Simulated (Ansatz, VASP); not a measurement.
**One calculation of KI, two programs**

```
K I
1.0
     4.64367    0.00000    0.00000
    -2.32184    4.02154    0.00000
     0.00000    0.00000    4.52920
K I
1 1
Direct
  0.00000 0.00000 0.00000
  0.66667 0.33333 0.50000
```

Alike in both runs: task relaxation of cell and atoms; functional PBE; k mesh 6 × 6 × 6; occupations gaussian, width 0.02 eV; no spin polarisation.

|  | VASP | Ansatz |
| --- | --- | --- |
| version | VASP 6.6.1 | Ansatz 0.2.0 |
| potentials or method | VASP PAW PBE potentials, release 64 (K_sv, I) | scalar-relativistic, plane waves, PAW |
| plane-wave cutoff (eV) | 600 | 420 |
| valence electrons in the cell | 16 | 26 |

Ansatz gave:

```
gap on the k mesh at the Fermi level, each at its own relaxed structure (eV) : 3.63
relaxed volume (Å³/atom)                                                     : 46.60
relaxed cell length with the largest relative difference (Å)                 : 4.498
energy change over the relaxation (meV/atom)                                 : -18
```

What did VASP give for the same quantities?

gap on the k mesh at the Fermi level, each at its own relaxed structure (eV): 3.62; relaxed volume (Å³/atom): 46.79; relaxed cell length with the largest relative difference (Å): 4.505; energy change over the relaxation (meV/atom): -19.

The two sets of potentials don't hold the same shells in valence.

Caveats: spin-orbit coupling is left out, which moves the levels of the heavy elements. A k mesh can miss the band edges.
